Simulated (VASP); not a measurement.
Write the native input for VASP 6.6.1 that does the following.

```yaml
Task: single point
Functional: revPBE
Dispersion: D4
Potentials_or_basis: VASP PAW PBE potentials, release 64 (Tl_d, Br)
Cutoff: 520 eV
k_mesh: 4 × 4 × 4, shifted
Occupations: gaussian, width 0.1 eV
Spin: no spin polarisation
Dipole_correction: no
Further_INCAR_settings: ALGO = Normal; EDIFF = 1e-06; NBANDS = 17
```

The structure of TlBr lies in POSCAR:

```
TlBr
1.0
    3.9800000000      0.0000000000      0.0000000000
    0.0000000000      3.9800000000      0.0000000000
    0.0000000000      0.0000000000      3.9800000000
Tl Br
1 1
Direct
    0.0000000000      0.0000000000      0.0000000000
    0.5000000000      0.5000000000      0.5025125628
```

The input as run:

INCAR

```
SYSTEM = TlBr
PREC = Accurate
ENCUT = 520
EDIFF = 1E-6
ISMEAR = 0
SIGMA = 0.1
LREAL = .FALSE.
LASPH = .TRUE.
NELM = 80
ALGO = Normal
ISIF = 2
LWAVE = .FALSE.
LCHARG = .FALSE.
GGA = RE
IVDW = 13
NBANDS = 17
```

KPOINTS

```
Automatic mesh
0
Gamma
  4 4 4
  0.5 0.5 0.5
```

Potentials or basis: VASP PAW PBE potentials, release 64 (Tl_d, Br).

Launch:

```console
$ cat potpaw_PBE.64/Tl_d/POTCAR potpaw_PBE.64/Br/POTCAR > POTCAR
$ mpirun -np 1 vasp_std > vasp.out
```

It gave:

```
Pressure                   : 4.9 GPa
Largest force              : 0.010 eV/Å
Band gap on the k mesh     : 3.29 eV, indirect (least direct gap 3.57 eV)
Dispersion energy per atom : -0.523 eV
```

Caveat: the PAW data sets were made with another functional, which shifts forces and pressure a little; spin-orbit coupling is left out, which as a rule narrows the gap of such compounds by several tenths of an eV.

It took 9.6 s on 1 thread of Intel(R) Xeon(R) Platinum 8488C (Sapphire Rapids) (shared host), peak memory 0.16 GiB.
